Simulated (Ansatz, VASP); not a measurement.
One calculation of GaP, two programs

```xyz
2
Lattice="2.7226 2.7226 0.0000 -2.7226 2.7226 0.0000 0.0000 2.7226 2.6712" Properties=species:S:1:pos:R:3 pbc="T T T"
Ga    0.0000    0.0000    0.0000
P     1.3613    4.0840    1.3356
```

Change from the starting cell: in-plane strain +0.01, out-of-plane length and atoms relaxed by PAW.

Alike in both runs: functional LDA; k mesh 8 × 8 × 8; no spin polarisation.

Ansatz relaxed the structure, and its values are those at the end. VASP's run is a single point on that final structure, the one shown.

```csv
,VASP,Ansatz
version,VASP 6.6.1,Ansatz 0.2.0
potentials or method,"VASP PAW LDA potentials, release 64 (Ga_d, P)","PAW with Ansatz's default frozen-core files, scalar-relativistic"
plane-wave cutoff (eV),520,420
occupations,"gaussian, width 0.01 eV",fixed
valence electrons in the cell,18,18
```

Ansatz gave:

```
gap on the k mesh at the Fermi level (eV) : 1.27
pressure (GPa)                            : -1.0
```

Q: What did VASP give for the same quantities?

A: gap on the k mesh at the Fermi level (eV): 1.27; pressure (GPa): -0.8.

A k mesh can miss the band edges.
